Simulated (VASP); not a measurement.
Input of a VASP 6.6.1 run:

INCAR

```
SYSTEM = SnS2
PREC = Accurate ; ENCUT = 520
EDIFF = 1E-8 ; ISMEAR = 0
SIGMA = 0.03 ; LREAL = .False.
LASPH = .True. ; NELM = 80
ALGO = Fast ; ISIF = 2
LWAVE = .False. ; LCHARG = .False.
GGA = PE ; LEPSILON = .True.
KPAR = 2
```

Contents of KPOINTS:

```
Automatic mesh
0
Gamma
  15 15 8
  0 0 0
```

Contents of POSCAR:

```
SnS2                                    
1.0
    3.6670894307      0.0000000000      0.0000000000
   -1.8335447154      3.1757926050      0.0000000000
    0.0000000000     -0.0000000000      5.8110411771
  Sn              S             
     1     2
Direct
     0.0000000000000000    0.0000000000000000    0.0000000000000000
     0.3333333332999970    0.6666666667000030    0.2543524691518261
     0.6666666667000030    0.3333333332999970    0.7456475308481739
```

Potentials or basis: VASP PAW PBE potentials, release 64 (Sn_d, S).

The run is started by

```bash
$ cat potpaw_PBE.64/Sn_d/POTCAR potpaw_PBE.64/S/POTCAR > POTCAR
$ mpirun -np 2 vasp_std > vasp.out
```

Problem. Predict the electronic dielectric tensor (diagonal).

Solution. 8.66, 8.66, 6.71.

Problem. What does it give for the Born charges (mean of the diagonal)?

Solution. Sn +3.95; S -1.98 e.

Problem. What does it give for the band gap on the k mesh?

Solution. 1.27 eV, indirect (least direct gap 1.75 eV).

Born effective charge tensors (e):
atom 1, Sn
```
4.93 0.00 0.00
0.00 4.93 0.00
0.00 0.00 1.98
```
atom 2, S
```
-2.47  0.00  0.00
 0.00 -2.47  0.00
 0.00  0.00 -0.99
```
atom 3, S
```
-2.47  0.00  0.00
 0.00 -2.47  0.00
 0.00  0.00 -0.99
```

Caveat: spin-orbit coupling is left out, which moves the levels of the heavy elements; an odd mesh through Γ misses points on the zone boundary, where band edges often lie.
